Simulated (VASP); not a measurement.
**Fe: equation of state with PBE+D3(BJ)**

Fe:

```
Fe
1.0
    -1.40127    1.40127    1.40127
     1.40127   -1.40127    1.40127
     1.40127    1.40127   -1.40127
Fe
1
Direct
  0.00000 0.00000 0.00000
```

```yaml
Program: VASP 6.6.1
Task: equation of state
Functional: PBE
Dispersion: D3(BJ)
Potentials_or_basis: VASP PAW PBE potentials, release 64 (Fe)
Cutoff: 520 eV
k_mesh: 12 × 12 × 12
Occupations: fermi-dirac, width 0.05 eV
Spin: collinear spin, ferromagnetic start
Starting_moments: "[3.0] μB"
Ladder: gaps
Further_INCAR_settings: ALGO = Normal; EDIFF = 1e-06
```

- Equilibrium volume: 11.01 Å³/atom (rough: see the caveat)
- Bulk modulus: 195 GPa (rough)

Energy against volume, from the lowest point:
| volume (Å³/atom) | energy (meV/atom) |
| --- | --- |
| 10.566 | 12.62 |
| 10.786 | 3.05 |
| 11.006 | 0.00 |
| 11.226 | 2.44 |
| 11.446 | 9.18 |

All runs of the series together: 69 s on 1 thread of Intel(R) Xeon(R) Platinum 8488C (Sapphire Rapids), on a shared host.

Caveat: the fit is doubtful: noisy points or a state that changes with volume.
